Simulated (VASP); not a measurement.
Data:

```yaml
crystal:
  lattice:
    - [1.77346, -3.07172, 0.00000]
    - [1.77346, 3.07172, 0.00000]
    - [0.00000, 0.00000, 3.78833]
  atoms:
    - { symbol: Li, position: [0.33333, 0.66667, 0.00000] }
    - { symbol: Li, position: [0.66667, 0.33333, 0.00000] }
    - { symbol: Li, position: [0.00000, 0.00000, 0.50000] }
    - { symbol: N, position: [0.00000, 0.00000, 0.00000] }
```

Level of theory: LDA (Ceperley-Alder, Perdew-Zunger), VASP's LDA PAW potentials (set 64) (plane waves; VASP). Settings: 520 eV cut-off, 7×7×5 Γ-centred mesh, Gaussian smearing of 0.050 eV, potentials Li_sv N.

What does the run give for the energy per atom (σ→0)?

```yaml
energy per atom (σ→0): -4.307 eV/atom
```

Only differences to runs with the same potentials and settings are physical.

The compound is Li3N in the alpha structure. It was relaxed first, which changed the volume by -8 %. The start is the result of an earlier pass.
